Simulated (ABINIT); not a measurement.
# PbS (Cmcm) in ABINIT: notebook

Runs on PbS. Level: LDA. Tasks: single point.

Program: ABINIT 10.8.3 (patched build). These are calculated values, not measurements. Logs are shortened: lines on timing, memory, paths and dates and some standing lists are left out, and cuts for length are marked. The log counts tension as positive stress, the text compression.

## 1. The structure

It takes space group Cmcm (No. 63, orthorhombic). Conventional cell: a = 4.160 Å, b = 11.983 Å, c = 4.279 Å, α = 90.00°, β = 90.00°, γ = 90.00°. Pb (site symmetry m2m) has 5 S at 2.69 to 2.99 Å as nearest neighbours. S (site symmetry m2m) has 5 Pb at 2.69 to 2.99 Å as nearest neighbours.

Measurements of this composition are mostly on another form, of space group No. 225.

## 2. Single point, LDA

File run.abi:

```
# Pseudopotentials
pp_dirpath "./"
pseudos "Pb.LDA_PW-JTH.xml, S.LDA_PW-JTH.xml"

# Structure
acell 3*1.0
rprim
     3.9305409457   -11.3219102062     0.0000000000
     3.9305409457    11.3219102062     0.0000000000
     0.0000000000     0.0000000000     8.0867445760
ntypat 2
znucl 82 16
natom 4
typat 1 1 2 2
xred
     0.1305633500     0.8694366500     0.2500000000
     0.8694366500     0.1305633500     0.7500000000
     0.3547970900     0.6452029100     0.2500000000
     0.6452029100     0.3547970900     0.7500000000
chkprim 0
chksymtnons 0
tolsym 1.0e-6

# Plane-wave basis
ecut 20.0
pawecutdg 40.0

# k points
kptopt 1
ngkpt 3 3 2
nshiftk 1
shiftk 0.0 0.0 0.0

# Exchange and correlation
ixc 7

# Bands and occupations
nband 24
occopt 3
tsmear 0.05 eV

# SCF cycle
nstep 100
tolvrs 1.0e-9

# Output
iomode 3
prtwf 0
prteig 0
prtebands 0
enunit 1
prtden 1
prtvha 1
prtvclmb 1
prtpot 1
```

Potentials or basis: JTH PAW LDA v2.0.

Command:

```console
> abinit run.abi > log 2>&1
```

run.abo:

```text
.Version 10.8.3 of ABINIT
 Symmetries : space group Cm c m (# 63); Bravais oC (1-face-center ortho.)
================================================================================
 Values of the parameters that define the memory need of the present run
     intxc =       0    ionmov =       0      iscf =      17    lmnmax =      18
     lnmax =       6     mgfft =      50  mpssoang =       3    mqgrid =    3001
     natom =       4  nloc_mem =       2    nspden =       1   nspinor =       1
    nsppol =       1      nsym =       8    n1xccc =       1    ntypat =       2
    occopt =       3   xclevel =       1
       mpw =        3102          nfft =       90000          nkpt =           8
 PAW method is used; the additional fine FFT grid is defined by:
   mgfftf=        72    nfftf =    248832
================================================================================
================================================================================

--------------------------------------------------------------------------------
------------- Echo of variables that govern the present computation ------------
--------------------------------------------------------------------------------
 -outvars: echo values of preprocessed input variables --------
            acell      1.0000000000E+00  1.0000000000E+00  1.0000000000E+00 Bohr
              amu      2.07200000E+02  3.20660000E+01
          chkprim           0
      chksymtnons           0
             ecut      2.00000000E+01 Hartree
           enunit           1
              ixc           7
         kptrlatt        3    0    0      0    3    0      0    0    2
          kptrlen      1.61734892E+01
            natom           4
            nband          24
            ngfft          50      50      36
          ngfftdg          72      72      48
             nkpt           8
            nstep         100
             nsym           8
           ntypat           2
           occopt           3
        pawecutdg      4.00000000E+01 Hartree
        prtebands           0
           prteig           0
           prtpot           1
         prtvclmb           1
           prtvha           1
            prtwf           0
            rprim      3.9305409457E+00 -1.1321910206E+01  0.0000000000E+00
                       3.9305409457E+00  1.1321910206E+01  0.0000000000E+00
                       0.0000000000E+00  0.0000000000E+00  8.0867445760E+00
          spgroup          63
           tolsym      1.00000000E-06
           tolvrs      1.00000000E-09
           tsmear      1.83746611E-03 Hartree
            typat      1  1  2  2
           useylm           1
           xangst      2.0799526936E+00  4.4268092829E+00  1.0698302343E+00
                       2.0799526936E+00 -4.4268092829E+00  3.2094907028E+00
                       2.0799526936E+00  1.7399074778E+00  1.0698302343E+00
                       2.0799526936E+00 -1.7399074778E+00  3.2094907028E+00
[... 165 lines left out ...]
 frms,max,avg= 1.9702549E-03 4.0962651E-03   0.000E+00  0.000E+00  0.000E+00 h/b

 cartesian forces (eV/Angstrom) at end:
    1      0.00000000000000    -0.13122241440103     0.00000000000000
    2     -0.00000000000000     0.13122241440103     0.00000000000000
    3     -0.00000000000000     0.21063842245686     0.00000000000000
    4      0.00000000000000    -0.21063842245686    -0.00000000000000
 frms,max,avg= 1.0131458E-01 2.1063842E-01   0.000E+00  0.000E+00  0.000E+00 e/A
 length scales=  1.000000000000  1.000000000000  1.000000000000 bohr
              =  0.529177210544  0.529177210544  0.529177210544 angstroms
 Fermi (or HOMO) energy (eV) =   5.75719   Average Vxc (eV)=  -9.52618
 Eigenvalues (   eV  ) for nkpt=   8  k points:
 kpt#   1, nband= 24, wtk=  0.05556, kpt=  0.0000  0.0000  0.0000 (reduced coord)
 -11.26882  -11.17286  -11.16965  -11.16351  -11.12876  -11.12843  -11.11978  -11.10277
 -11.08701  -11.04692   -7.87987   -6.02209   -1.88896   -0.89487    0.83525    2.13068
   2.70360    3.43551    3.62220    4.60640    9.63755    9.69364    9.81207   10.51911
 prteigrs : prtvol=0 or 1, do not print more k-points.

--- !EnergyTerms
iteration_state     : {dtset: 1, }
comment             : Components of total free energy in Hartree
kinetic             :  1.88447268163751E+01
hartree             :  4.15738425221585E+01
xc                  : -1.22769532420242E+01
Ewald energy        : -1.09485257124233E+02
psp_core            :  2.76225242775875E+00
local_psp           : -1.34046557383322E+02
PAW spherical_terms :  4.90324834247890E+01
internal            : -1.43595462558498E+02
'-kT*entropy'       : -1.92565361837694E-09
total_energy        : -1.43595462560424E+02
total_energy_eV     : -3.90743159490201E+03
...

--- !EnergyTermsDC
iteration_state     : {dtset: 1, }
comment             : '"Double-counting" decomposition of free energy'
band_energy         : -8.09012079612377E+00
Ewald energy        : -1.09485257124233E+02
psp_core            :  2.76225242775875E+00
xc_dc               : -4.09851118320337E+01
PAW spherical_terms :  1.22027797516425E+01
internal            : -1.43595457572990E+02
'-kT*entropy'       : -1.92565361837694E-09
total_energy_dc     : -1.43595457574915E+02
total_energy_dc_eV  : -3.90743145923940E+03
...

--- !EnergyTermsWithPAWCore
iteration_state     : {dtset: 1, }
comment             : 'Components of total free energy, including PAW core contributions'
Total energy        : -4.25377680414387E+04
Total energy DC     : -4.25377680364532E+04
Total energy (eV)   : -1.15751163621754E+06
Total energy DC (eV): -1.15751163608187E+06
...

 Cartesian components of stress tensor (hartree/bohr^3)
  sigma(1 1)=  1.31027525E-04  sigma(3 2)=  0.00000000E+00
  sigma(2 2)=  1.44278365E-04  sigma(3 1)=  0.00000000E+00
  sigma(3 3)=  8.46910145E-05  sigma(2 1)=  0.00000000E+00

-Cartesian components of stress tensor (GPa)         [Pressure= -3.5305E+00 GPa]
- sigma(1 1)=  3.85496287E+00  sigma(3 2)=  0.00000000E+00
- sigma(2 2)=  4.24481606E+00  sigma(3 1)=  0.00000000E+00
- sigma(3 3)=  2.49169567E+00  sigma(2 1)=  0.00000000E+00

== END DATASET(S) ==============================================================
================================================================================

 -outvars: echo values of variables after computation  --------
            acell      1.0000000000E+00  1.0000000000E+00  1.0000000000E+00 Bohr
           etotal     -1.4359545757E+02
            fcart      1.2605195244E-19 -2.5518696690E-03  1.5607979657E-30
                      -1.2605195244E-19  2.5518696690E-03  1.5607979657E-30
                      -9.8022632374E-19  4.0962651377E-03  4.6823938972E-30
                       9.8022632374E-19 -4.0962651377E-03 -7.8039898286E-30
            rprim      3.9305409457E+00 -1.1321910206E+01  0.0000000000E+00
                       3.9305409457E+00  1.1321910206E+01  0.0000000000E+00
                       0.0000000000E+00  0.0000000000E+00  8.0867445760E+00
           strten      1.3102752464E-04  1.4427836546E-04  8.4691014548E-05
                       0.0000000000E+00  0.0000000000E+00  0.0000000000E+00
           xangst      2.0799526936E+00  4.4268092829E+00  1.0698302343E+00
                       2.0799526936E+00 -4.4268092829E+00  3.2094907028E+00
                       2.0799526936E+00  1.7399074778E+00  1.0698302343E+00
                       2.0799526936E+00 -1.7399074778E+00  3.2094907028E+00
             xred      1.3056335000E-01  8.6943665000E-01  2.5000000000E-01
                       8.6943665000E-01  1.3056335000E-01  7.5000000000E-01
                       3.5479709000E-01  6.4520291000E-01  2.5000000000E-01
                       6.4520291000E-01  3.5479709000E-01  7.5000000000E-01
 Calculation completed.
```

Run time: 35 s. Hardware: 1 thread of Arm Neoverse V1, shared host; peak memory 0.14 GiB.

Results:

| Property | Result |
| --- | --- |
| Free energy | -3907.4315 eV |
| Largest force | 0.211 eV/Å |
| Band gap on the k mesh | 1.59 eV, indirect (least direct gap 1.79 eV) |
| Valence electrons inside the program's atomic spheres | Pb 11.32; S 3.52 |

Forces in eV/Å, atoms in the order of the input:
```
Pb   0.000 -0.131  0.000
Pb   0.000  0.131  0.000
S    0.000  0.211  0.000
S    0.000 -0.211  0.000
```

Levels at points of the mesh, in eV from the valence-band top:
| k point | band 17 | band 18 | band 19 | band 20 | band 21 | band 22 | band 23 | band 24 |
| --- | --- | --- | --- | --- | --- | --- | --- | --- |
| (0.00, 0.00, 0.00) | -2.25 | -1.52 | -1.33 | -0.35 | 4.68 | 4.74 | 4.85 | 5.56 |
| (0.00, 0.00, 0.50) | -0.94 | -0.94 | 0.00 | 0.00 | 1.79 | 1.79 | 2.75 | 2.75 |

Caveat: the k mesh is coarse (spacing up to 0.73 Å⁻¹), so the values aren't converged; the cutoff is too short for stress, so the log's stress isn't used; spin-orbit coupling is left out, which as a rule narrows the gap of such compounds by several tenths of an eV; an odd mesh through Γ misses points on the zone boundary, where band edges often lie.

## 3. Single point, LDA

Edit run.abi of step 2 so:

```diff
@@ -5,7 +5,7 @@
 # Structure
-acell 3*1.0
+acell 3*1.0 Angstrom
 rprim
-     3.9305409457   -11.3219102062     0.0000000000
-     3.9305409457    11.3219102062     0.0000000000
-     0.0000000000     0.0000000000     8.0867445760
+     2.0799526950    -5.9912968650     0.0000000000
+     2.0799526950     5.9912968650     0.0000000000
+     0.0000000000     0.0000000000     4.2793209400
 ntypat 2
@@ -29,3 +29,3 @@
 kptopt 1
-ngkpt 3 3 2
+ngkpt 4 4 4
 nshiftk 1
@@ -39,3 +39,3 @@
 occopt 3
-tsmear 0.05 eV
+tsmear 0.00183747
 
@@ -48,8 +48,5 @@
 prtwf 0
+prtden 0
 prteig 0
 prtebands 0
-enunit 1
-prtden 1
-prtvha 1
-prtvclmb 1
-prtpot 1
+prtvol 2
```

Potentials or basis: JTH PAW LDA v2.0.

Command:

```console
> abinit run.abi > log 2>&1
```

run.abo:

```text
.Version 10.8.3 of ABINIT
 Symmetries : space group Cm c m (# 63); Bravais oC (1-face-center ortho.)
================================================================================
 Values of the parameters that define the memory need of the present run
     intxc =       0    ionmov =       0      iscf =      17    lmnmax =      18
     lnmax =       6     mgfft =      50  mpssoang =       3    mqgrid =    3001
     natom =       4  nloc_mem =       2    nspden =       1   nspinor =       1
    nsppol =       1      nsym =       8    n1xccc =       1    ntypat =       2
    occopt =       3   xclevel =       1
       mpw =        3092          nfft =       90000          nkpt =          21
 PAW method is used; the additional fine FFT grid is defined by:
   mgfftf=        72    nfftf =    248832
================================================================================
================================================================================

--------------------------------------------------------------------------------
------------- Echo of variables that govern the present computation ------------
--------------------------------------------------------------------------------
 -outvars: echo values of preprocessed input variables --------
            acell      1.8897261259E+00  1.8897261259E+00  1.8897261259E+00 Bohr
              amu      2.07200000E+02  3.20660000E+01
          chkprim           0
      chksymtnons           0
             ecut      2.00000000E+01 Hartree
              ixc           7
         kptrlatt        4    0    0      0    4    0      0    0    4
          kptrlen      3.14443276E+01
            natom           4
            nband          24
            ngfft          50      50      36
          ngfftdg          72      72      48
             nkpt          21
            nstep         100
             nsym           8
           ntypat           2
           occopt           3
        pawecutdg      4.00000000E+01 Hartree
           prtden           0
        prtebands           0
           prteig           0
           prtvol           2
            prtwf           0
            rprim      2.0799526950E+00 -5.9912968650E+00  0.0000000000E+00
                       2.0799526950E+00  5.9912968650E+00  0.0000000000E+00
                       0.0000000000E+00  0.0000000000E+00  4.2793209400E+00
          spgroup          63
           tolsym      1.00000000E-06
           tolvrs      1.00000000E-09
           tsmear      1.83747000E-03 Hartree
            typat      1  1  2  2
           useylm           1
           xangst      2.0799526950E+00  4.4268092859E+00  1.0698302350E+00
                       2.0799526950E+00 -4.4268092859E+00  3.2094907050E+00
                       2.0799526950E+00  1.7399074789E+00  1.0698302350E+00
                       2.0799526950E+00 -1.7399074789E+00  3.2094907050E+00
            xcart      3.9305409484E+00  8.3654571620E+00  2.0216861454E+00
                       3.9305409484E+00 -8.3654571620E+00  6.0650584361E+00
                       3.9305409484E+00  3.2879486196E+00  2.0216861454E+00
                       3.9305409484E+00 -3.2879486196E+00  6.0650584361E+00
             xred      1.3056335000E-01  8.6943665000E-01  2.5000000000E-01
                       8.6943665000E-01  1.3056335000E-01  7.5000000000E-01
                       3.5479709000E-01  6.4520291000E-01  2.5000000000E-01
                       6.4520291000E-01  3.5479709000E-01  7.5000000000E-01
            znucl       82.00000   16.00000

================================================================================

[... 252 lines left out ...]
  -0.40644   -0.40483   -0.29056   -0.22272   -0.06902   -0.03290    0.03012    0.07750
   0.09842    0.12527    0.13200    0.16822    0.35378    0.35615    0.36053    0.38662
      occupation numbers for kpt#   1
   2.00000    2.00000    2.00000    2.00000    2.00000    2.00000    2.00000    2.00000
   2.00000    2.00000    2.00000    2.00000    2.00000    2.00000    2.00000    2.00000
   2.00000    2.00000    2.00000    2.00000    0.00000    0.00000    0.00000    0.00000
 kpt#   2, nband= 24, wtk=  0.06250, kpt=  0.2500  0.0000  0.0000 (reduced coord)
  -0.41195   -0.40902   -0.40900   -0.40829   -0.40816   -0.40795   -0.40760   -0.40722
  -0.40662   -0.40507   -0.27608   -0.22437   -0.09464   -0.06470    0.05373    0.09783
   0.11636    0.14275    0.15414    0.16790    0.26902    0.31601    0.31961    0.34071
      occupation numbers for kpt#   2
   2.00000    2.00000    2.00000    2.00000    2.00000    2.00000    2.00000    2.00000
   2.00000    2.00000    2.00000    2.00000    2.00000    2.00000    2.00000    2.00000
   2.00000    2.00000    2.00000    2.00000    0.00000    0.00000    0.00000    0.00000
 kpt#   3, nband= 24, wtk=  0.03125, kpt=  0.5000  0.0000  0.0000 (reduced coord)
[... 136 lines left out ...]
  -0.41045   -0.41045   -0.40870   -0.40870   -0.40780   -0.40780   -0.40676   -0.40676
  -0.40633   -0.40633   -0.24466   -0.24466   -0.10788   -0.10788    0.10849    0.10849
   0.14422    0.14422    0.17564    0.17564    0.25272    0.25272    0.29101    0.29101
      occupation numbers for kpt#  20
   2.00000    2.00000    2.00000    2.00000    2.00000    2.00000    2.00000    2.00000
   2.00000    2.00000    2.00000    2.00000    2.00000    2.00000    2.00000    2.00000
   2.00000    2.00000    2.00000    2.00000    0.00000    0.00000    0.00000    0.00000
 kpt#  21, nband= 24, wtk=  0.01563, kpt=  0.5000  0.5000  0.5000 (reduced coord)
  -0.41063   -0.41063   -0.40845   -0.40845   -0.40782   -0.40782   -0.40659   -0.40659
  -0.40645   -0.40645   -0.24340   -0.24340   -0.11506   -0.11506    0.14191    0.14191
   0.14233    0.14233    0.16682    0.16682    0.24366    0.24366    0.29900    0.29908
      occupation numbers for kpt#  21
   2.00000    2.00000    2.00000    2.00000    2.00000    2.00000    2.00000    2.00000
   2.00000    2.00000    2.00000    2.00000    2.00000    2.00000    2.00000    2.00000
   2.00000    2.00000    2.00000    2.00000    0.00000    0.00000    0.00000    0.00000
 Total charge density [el/Bohr^3]
)     Maximum=    1.9556E+00  at reduced coord.    0.8750    0.1389    0.7500
)Next maximum=    1.9556E+00  at reduced coord.    0.8611    0.1250    0.7500
)     Minimum=   -2.0954E-01  at reduced coord.    0.3472    0.6389    0.2500
)Next minimum=   -2.0954E-01  at reduced coord.    0.3611    0.6528    0.2500
   Integrated=    4.0000E+01

--- !EnergyTerms
iteration_state     : {dtset: 1, }
comment             : Components of total free energy in Hartree
kinetic             :  1.88330697747595E+01
hartree             :  4.15789903491264E+01
xc                  : -1.22743398932433E+01
Ewald energy        : -1.09485257049872E+02
psp_core            :  2.76225242213103E+00
local_psp           : -1.34044138436170E+02
PAW spherical_terms :  4.90275472078680E+01
internal            : -1.43601875625401E+02
'-kT*entropy'       : -2.24273510104644E-08
total_energy        : -1.43601875647828E+02
total_energy_eV     : -3.90760610390039E+03
...

--- !EnergyTermsDC
iteration_state     : {dtset: 1, }
comment             : '"Double-counting" decomposition of free energy'
band_energy         : -8.08785374949537E+00
Ewald energy        : -1.09485257049872E+02
psp_core            :  2.76225242213103E+00
xc_dc               : -4.09909932308976E+01
PAW spherical_terms :  1.21999795232462E+01
internal            : -1.43601872084888E+02
'-kT*entropy'       : -2.24273510104644E-08
total_energy_dc     : -1.43601872107315E+02
total_energy_dc_eV  : -3.90760600755812E+03
...

--- !EnergyTermsWithPAWCore
iteration_state     : {dtset: 1, }
comment             : 'Components of total free energy, including PAW core contributions'
Total energy        : -4.25377744545261E+04
Total energy DC     : -4.25377744509856E+04
Total energy (eV)   : -1.15751181072653E+06
Total energy DC (eV): -1.15751181063019E+06
...

 Cartesian components of stress tensor (hartree/bohr^3)
  sigma(1 1)=  1.32168545E-04  sigma(3 2)=  0.00000000E+00
  sigma(2 2)=  1.18899518E-04  sigma(3 1)=  0.00000000E+00
  sigma(3 3)=  1.41692120E-04  sigma(2 1)=  0.00000000E+00

-Cartesian components of stress tensor (GPa)         [Pressure= -3.8518E+00 GPa]
- sigma(1 1)=  3.88853286E+00  sigma(3 2)=  0.00000000E+00
- sigma(2 2)=  3.49814458E+00  sigma(3 1)=  0.00000000E+00
- sigma(3 3)=  4.16872608E+00  sigma(2 1)=  0.00000000E+00

== END DATASET(S) ==============================================================
================================================================================

 -outvars: echo values of variables after computation  --------
            acell      1.8897261259E+00  1.8897261259E+00  1.8897261259E+00 Bohr
           etotal     -1.4360187211E+02
            fcart      4.3484947338E-20 -2.0583734898E-03 -6.5846164134E-31
                      -4.3484947338E-20  2.0583734898E-03  5.1213683216E-31
                      -5.4205474886E-19  1.6206717887E-03 -4.6336189576E-31
                       5.4205474886E-19 -1.6206717887E-03  6.0968670495E-31
            rprim      2.0799526950E+00 -5.9912968650E+00  0.0000000000E+00
                       2.0799526950E+00  5.9912968650E+00  0.0000000000E+00
                       0.0000000000E+00  0.0000000000E+00  4.2793209400E+00
           strten      1.3216854539E-04  1.1889951753E-04  1.4169211956E-04
                       0.0000000000E+00  0.0000000000E+00  0.0000000000E+00
           xangst      2.0799526950E+00  4.4268092859E+00  1.0698302350E+00
                       2.0799526950E+00 -4.4268092859E+00  3.2094907050E+00
                       2.0799526950E+00  1.7399074789E+00  1.0698302350E+00
                       2.0799526950E+00 -1.7399074789E+00  3.2094907050E+00
             xred      1.3056335000E-01  8.6943665000E-01  2.5000000000E-01
                       8.6943665000E-01  1.3056335000E-01  7.5000000000E-01
                       3.5479709000E-01  6.4520291000E-01  2.5000000000E-01
                       6.4520291000E-01  3.5479709000E-01  7.5000000000E-01
 Calculation completed.
```

It took 91 s on 1 thread of Arm Neoverse V1, shared host; peak memory 0.17 GiB.

What came out:

```yaml
Free_energy: -3907.6060 eV
Largest_force: 0.106 eV/Å
Band_gap_on_the_k_mesh: 1.16 eV, indirect (least direct gap 1.50 eV)
Valence_electrons_inside_the_program's_atomic_spheres: Pb 11.33; S 3.51
```

Forces in eV/Å, atoms in the order of the input:
```
Pb   0.000 -0.106  0.000
Pb   0.000  0.106  0.000
S    0.000  0.083  0.000
S    0.000 -0.083  0.000
```

Caveat: the cutoff is too short for stress, so the log's stress isn't used; spin-orbit coupling is left out, which as a rule narrows the gap of such compounds by several tenths of an eV.
